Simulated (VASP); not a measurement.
Computed with PBEsol GGA, VASP's PBE PAW potentials (set 64) (plane waves; VASP 6.6.1).

A VASP calculation is set up with these files.

INCAR:
```
# general
SYSTEM  = InN
PREC    = Accurate
ENCUT   = 600   # plane-wave cut-off (eV)
LREAL   = F   # projection in real space or not
LASPH   = T   # aspherical one-centre terms

# electronic loop
EDIFF   = 1E-7
NELM    = 100
ALGO    = Normal   # blocked Davidson
LMAXMIX = 4

# smearing
ISMEAR  = 1
SIGMA   = 0.1

# functional
GGA     = PS   # PBEsol

# ions
IBRION  = 2
NSW     = 40   # most ionic steps
ISIF    = 3
EDIFFG  = -0.01   # ionic stop
PSTRESS = 50

# output
LWAVE   = F
LCHARG  = F
```

**KPOINTS**
```
kpoints
0
G
10 10 6
0 0 0
```

POSCAR:
```
InN
1
    1.7495724851    -3.0303485056     0.0000000000
    1.7495724851     3.0303485056     0.0000000000
   -0.0000000000     0.0000000000     5.6488449117
In N
2 2
Direct
  0.6666670000   0.3333330000   0.4999285192
  0.3333330000   0.6666670000   0.9999285192
  0.6666670000   0.3333330000   0.8790714808
  0.3333330000   0.6666670000   0.3790714808
```

POTCAR, in this order: In_d N (PBE.64 set). Program: vasp_std.

The resulting files:

**OUTCAR**
```
 ion  position               nearest neighbor table
   1  0.667  0.333  0.500-   4 2.13   4 2.13   4 2.13   3 2.14   2 3.47   2 3.47   2 3.47   2 3.47
                             2 3.47   2 3.47
   2  0.333  0.667  1.000-   3 2.13   3 2.13   3 2.13   4 2.14   1 3.47   1 3.47   1 3.47   1 3.47
                             1 3.47   1 3.47
   3  0.667  0.333  0.879-   2 2.13   2 2.13   2 2.13   1 2.14
   4  0.333  0.667  0.379-   1 2.13   1 2.13   1 2.13   2 2.14
  LATTYP: Found a hexagonal cell.
 ALAT       =     3.4991450307
 C/A-ratio  =     1.6143500375
 Subroutine PRICEL returns:
 Original cell was already a primitive cell.
 Subroutine GETGRP returns: Found 12 space group operations
The static configuration has the point symmetry C_3v.
 The point group associated with its full space group is C_6v.
The dynamic configuration has the point symmetry C_3v.
 Subroutine INISYM returns: Found 12 space group operations
 Subroutine IBZKPT returns following result:
 Found     56 irreducible k-points:

 Following reciprocal coordinates:
            Coordinates               Weight
  0.000000  0.000000  0.000000      1.000000
  0.100000 -0.000000  0.000000      6.000000
  0.200000 -0.000000  0.000000      6.000000
  0.300000  0.000000  0.000000      6.000000
  0.400000  0.000000  0.000000      6.000000
  0.500000 -0.000000  0.000000      3.000000
  0.100000  0.100000  0.000000      6.000000
  0.200000  0.100000  0.000000     12.000000
  0.300000  0.100000  0.000000     12.000000
  0.400000  0.100000  0.000000     12.000000
  0.200000  0.200000  0.000000      6.000000
  0.300000  0.200000  0.000000     12.000000
  0.400000  0.200000  0.000000      6.000000
  0.300000  0.300000  0.000000      6.000000
  0.000000  0.000000  0.166667      2.000000
  0.100000 -0.000000  0.166667     12.000000
  0.200000 -0.000000  0.166667     12.000000
  0.300000  0.000000  0.166667     12.000000
  0.400000  0.000000  0.166667     12.000000
  0.500000 -0.000000  0.166667      6.000000
  0.100000  0.100000  0.166667     12.000000
  0.200000  0.100000  0.166667     24.000000
  0.300000  0.100000  0.166667     24.000000
  0.400000  0.100000  0.166667     24.000000
  0.200000  0.200000  0.166667     12.000000
  0.300000  0.200000  0.166667     24.000000
  0.400000  0.200000  0.166667     12.000000
  0.300000  0.300000  0.166667     12.000000
  0.000000  0.000000  0.333333      2.000000
  0.100000 -0.000000  0.333333     12.000000
  0.200000 -0.000000  0.333333     12.000000
  0.300000  0.000000  0.333333     12.000000
  0.400000  0.000000  0.333333     12.000000
  0.500000 -0.000000  0.333333      6.000000
  0.100000  0.100000  0.333333     12.000000
  0.200000  0.100000  0.333333     24.000000
  0.300000  0.100000  0.333333     24.000000
  0.400000  0.100000  0.333333     24.000000
  0.200000  0.200000  0.333333     12.000000
  0.300000  0.200000  0.333333     24.000000
   k-points           NKPTS =     56   k-points in BZ     NKDIM =     56   number of bands    NBANDS=     22
   number of dos      NEDOS =    301   number of ions     NIONS =      4
   total plane-waves  NPLWV =  37632
   dimension x,y,z NGX =    28 NGY =   28 NGZ =   48
   dimension x,y,z NGXF=    56 NGYF=   56 NGZF=   96
   ions per type =               2   2
   PREC   = accura    normal or accurate (medium, high low for compatibility)
   ISTART =      0    job   : 0-new  1-cont  2-samecut
   ICHARG =      2    charge: 1-file 2-atom 10-const
   ISPIN  =      1    spin polarized calculation?
   LNONCOLLINEAR =      F non collinear calculations
   LSORBIT =      F    spin-orbit coupling
   INIWAV =      1    electr: 0-lowe 1-rand  2-diag
...
```

**OSZICAR**
```
       N       E                     dE             d eps       ncg     rms          rms(c)
DAV:   1     0.364733908013E+03    0.36473E+03   -0.19931E+04  2464   0.253E+03
DAV:   2     0.224913573531E+02   -0.34224E+03   -0.33395E+03  2530   0.514E+02
DAV:   3    -0.255874547383E+02   -0.48079E+02   -0.47243E+02  3312   0.196E+02
DAV:   4    -0.272909436468E+02   -0.17035E+01   -0.16967E+01  3072   0.386E+01
DAV:   5    -0.273423274052E+02   -0.51384E-01   -0.51370E-01  3116   0.649E+00    0.143E+01
DAV:   6    -0.230705212397E+02    0.42718E+01   -0.17804E+01  4246   0.615E+01    0.106E+01
DAV:   7    -0.231875863136E+02   -0.11707E+00   -0.21676E+00  2560   0.120E+01    0.331E+00
DAV:   8    -0.231448712283E+02    0.42715E-01   -0.20124E-01  3948   0.531E+00    0.173E+00
DAV:   9    -0.231298482788E+02    0.15023E-01   -0.46983E-02  4012   0.352E+00    0.408E-01
DAV:  10    -0.231283624473E+02    0.14858E-02   -0.59479E-03  3980   0.116E+00    0.206E-01
DAV:  11    -0.231287074954E+02   -0.34505E-03   -0.55196E-03  4176   0.797E-01    0.155E-01
DAV:  12    -0.231284395654E+02    0.26793E-03   -0.14522E-03  3788   0.498E-01    0.313E-02
DAV:  13    -0.231284515682E+02   -0.12003E-04   -0.98473E-05  3516   0.892E-02    0.113E-02
DAV:  14    -0.231284514823E+02    0.85878E-07   -0.28057E-06  3110   0.199E-02    0.113E-02
DAV:  15    -0.231284513282E+02    0.15417E-06   -0.49309E-07  3016   0.528E-03    0.550E-03
DAV:  16    -0.231284506902E+02    0.63793E-06   -0.24400E-06  3048   0.208E-02    0.152E-03
DAV:  17    -0.231284507018E+02   -0.11593E-07   -0.30604E-07  2468   0.365E-03
   1 F= -.21259174E+02 E0= -.21259256E+02  d E =-.212592E+02
```

**OUTCAR**
```
------------------------ aborting loop because EDIFF is reached ----------------------------------------
  FORCE on cell =-STRESS in cart. coord.  units (eV):
  Direction    XX          YY          ZZ          XY          YZ          ZX
  --------------------------------------------------------------------------------------
  Total        1.8705543      1.8705544      1.8355812      0.0000000     -0.0000000      0.0000000
  in kB       50.0341757     50.0341780     49.0987041      0.0000000     -0.0000000      0.0000000
  external PRESSURE =      -0.2776474 kB  Pullay stress =      50.0000000 kB
  volume of cell :       59.90
      direct lattice vectors                 reciprocal lattice vectors
     1.749572485 -3.030348506  0.000000000     0.285784101 -0.164997524  0.000000000
     1.749572485  3.030348506  0.000000000     0.285784101  0.164997524  0.000000000
     0.000000000  0.000000000  5.648844912     0.000000000  0.000000000  0.177027342
 POSITION                                       TOTAL-FORCE (eV/Angst)
 -----------------------------------------------------------------------------------
      1.74957     -1.01012      2.82402        -0.000000      0.000000      0.004353
      1.74957      1.01012      5.64844         0.000000      0.000000      0.004353
      1.74957     -1.01012      4.96574        -0.000000     -0.000000     -0.004353
      1.74957      1.01012      2.14132        -0.000000      0.000000     -0.004353
 -----------------------------------------------------------------------------------
    total drift:                                0.000001      0.001480      0.000049
  FREE ENERGIE OF THE ION-ELECTRON SYSTEM (eV)
  ---------------------------------------------------
  free  energy   TOTEN  =       -23.1284507018 eV

  energy  without entropy=      -23.1286974203  energy(sigma->0) =      -23.12853294
  enthalpy is  TOTEN    =       -21.2591740280 eV   P V=        1.8692766738

 reached required accuracy - stopping structural energy minimisation
```
(Selected blocks of OUTCAR.)

The compound is InN in the wurtzite structure. It was relaxed first under an external pressure of 5 GPa.
